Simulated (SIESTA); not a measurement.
Crystal: TiSi2.

```
CELL_PARAMETERS angstrom
-1.47287 1.71213 4.21208
1.47287 -1.71213 4.21208
1.47287 1.71213 -4.21208
ATOMIC_POSITIONS crystal
Ti 0.00000 0.00000 0.00000
Si 0.67008 0.67008 0.00000
Si 0.32992 0.32992 0.00000
```

The cell comes from a database or a generator and needn't be the stable form of this composition.

```yaml
Program: SIESTA 5.4.2
Task: single point
Functional: PBE
Potentials_or_basis: PseudoDojo 0.4 standard (PBE files)
Basis: DZP (energy shift 0.003 Ry; two zetas on semicore shells)
Grid_cutoff: 800 Ry
Energy_shift: 0.003 Ry
k_mesh: 12 × 12 × 12
Occupations: fermi-dirac, width 0.05 eV
Spin: no spin polarisation
```

On this cell: pressure 1.0 GPa; largest force 0.003 eV/Å; band gap on the k mesh none (metal or under the smearing width).

The same run follows on a disturbed copy (atoms moved at random, drawn with an rms of 0.05 Å):

```
CELL_PARAMETERS angstrom
-1.47287 1.71213 4.21208
1.47287 -1.71213 4.21208
1.47287 1.71213 -4.21208
ATOMIC_POSITIONS crystal
Ti 0.99363 0.00244 0.00629
Si 0.68330 0.66758 0.01412
Si 0.33705 0.31549 0.99488
```

Task: What changes?

Result: The energy (extrapolated to zero smearing) moves by +7.3 meV/atom; pressure 1.2 GPa; largest force 0.562 eV/Å; band gap on the k mesh none (metal or under the smearing width).

Forces in eV/Å, atoms in the order of the input:
```
Ti  -0.277  0.397  0.286
Si   0.042 -0.280 -0.097
Si   0.235 -0.118 -0.189
```

Stress tensor (GPa, compression positive):
```
 1.70 -0.10 -0.20
-0.10  1.02  0.08
-0.20  0.08  0.95
```

Caveats: the basis of atomic orbitals isn't converged, which shifts pressures, moduli and gaps.
